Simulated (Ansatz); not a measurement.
# Au (Im-3m)

These are results of DFT PBE, scalar-relativistic, plane waves, PAW in Ansatz 0.2.0, not measurements.

Plane waves to 420 eV, a k mesh through Γ of 18×18×18 on the computed 1-atom cell and Gaussian smearing (0.10 eV); no spin polarisation.

The structure is relaxed at this level of theory with its symmetry kept. This bcc form isn't the element's structure at ambient conditions.

Symmetry: Im-3m, No. 229, cubic system. The conventional cell has a = 3.301 Å, b = 3.301 Å, c = 3.301 Å, α = 90.00°, β = 90.00°, γ = 90.00°. Au (site symmetry m-3m) has 8 Au at 2.86 Å as nearest neighbours.

| Item | Value |
| --- | --- |
| Volume per atom | 17.99 Å³ |
| Formation energy from the elements' standard states (uncorrected) | +0.018 eV/atom |
| Kohn–Sham band gap | none (metal) |
| Density of states at the Fermi level | 0.29 states/eV per cell |
| Löwdin character within 0.5 eV of the Fermi level | Au 6s 43 %, Au 5d 33 %, unprojected 24 % |
| Bulk modulus | 139 GPa |
| Its pressure derivative | 6.1 |
| Bader charges (e) | Au (1 in the cell) 0.00 |

Spin-orbit coupling is left out, which matters for the bands of heavy elements.